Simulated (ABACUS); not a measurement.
**SnO: equation of state with PBEsol**

The system is SnO.

```
Sn O
1.0
     3.81370    0.00000    0.00000
     0.00000    3.81370    0.00000
     0.00000    0.00000    4.88691
Sn O
2 2
Direct
  0.50000 0.00000 0.76463
  0.00000 0.50000 0.23537
  0.00000 0.00000 0.00000
  0.50000 0.50000 0.00000
```

The cell is a database's computed one.

```
Program             : ABACUS 3.10.1
Task                : equation of state
Functional          : PBEsol
Potentials or basis : PseudoDojo NC SR 0.4.1 PBEsol standard
Cutoff              : 1143 eV
Density cutoff      : 4572 eV
Basis               : plane waves
k mesh              : 7 × 7 × 6
Occupations         : fermi-dirac, width 0.05 eV
Spin                : no spin polarisation
```

```
Equilibrium volume                        : 17.77 Å³/atom
Bulk modulus at fixed shape and positions : 95 GPa
Pressure derivative of the bulk modulus   : 4.4
```

Energy against volume, from the lowest point:
```csv
volume (Å³/atom),energy (meV/atom)
16.703,21.27
17.058,9.15
17.414,2.23
17.769,0.00
18.125,1.98
18.480,7.74
18.835,16.88
```

All runs of the series together: 71 s on 4 threads of AMD EPYC 9R45 96-Core Processor (Zen 5) (shared host).

Caveat: the cell was scaled at fixed shape and fractional positions, which overstates the stiffness of a crystal with free parameters, most of all of layers and chains.
